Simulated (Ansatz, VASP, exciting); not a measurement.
**One calculation of GaP, 4 ways**

```xyz
2
Lattice="0.0000 2.7252 2.7252 2.7252 0.0000 2.7252 2.7252 2.7252 0.0000" Properties=species:S:1:pos:R:3 pbc="T T T"
Ga    0.0000    0.0000    0.0000
P     4.0879    4.0879    4.0879
```

Alike in all runs: task single point; functional PBE; k mesh 8 × 8 × 8; occupations gaussian, width 0.011 eV; no spin polarisation; no spin-orbit coupling. Pressure is positive in compression and, in plane waves, holds the error of the finite cutoff, which Ansatz's Pulay term estimates and takes out.

```csv
program and potentials,plane-wave cutoff (eV),notes,band gap (eV),pressure (GPa)
"Ansatz, Ansatz PAW",420,Pulay term of +0.04 GPa included,1.64,2.51
"VASP, PBE PAW files Ga_d, P, 520 eV",520,-,1.64,2.48
"exciting, all-electron LAPW+lo, shipped species files, valence relativity iora*",-,-,1.65,-
"Ansatz, all-electron LAPW, scalar-relativistic",-,-,1.64,2.48
```

The band gap spans 1.64 (VASP, PBE PAW files Ga_d, P, 520 eV) to 1.65 eV (exciting, all-electron LAPW+lo, shipped species files, valence relativity iora*), with all-electron results at 1.64 to 1.65. The pressure spans 2.48 (VASP, PBE PAW files Ga_d, P, 520 eV) to 2.51 GPa (Ansatz, Ansatz PAW), with all-electron results at 2.48. The gap is indirect and read on the mesh alone.

The functional is the same throughout but for its coding, so the spread measures potentials, basis and numerics; runs on potential files found faulty are left out.
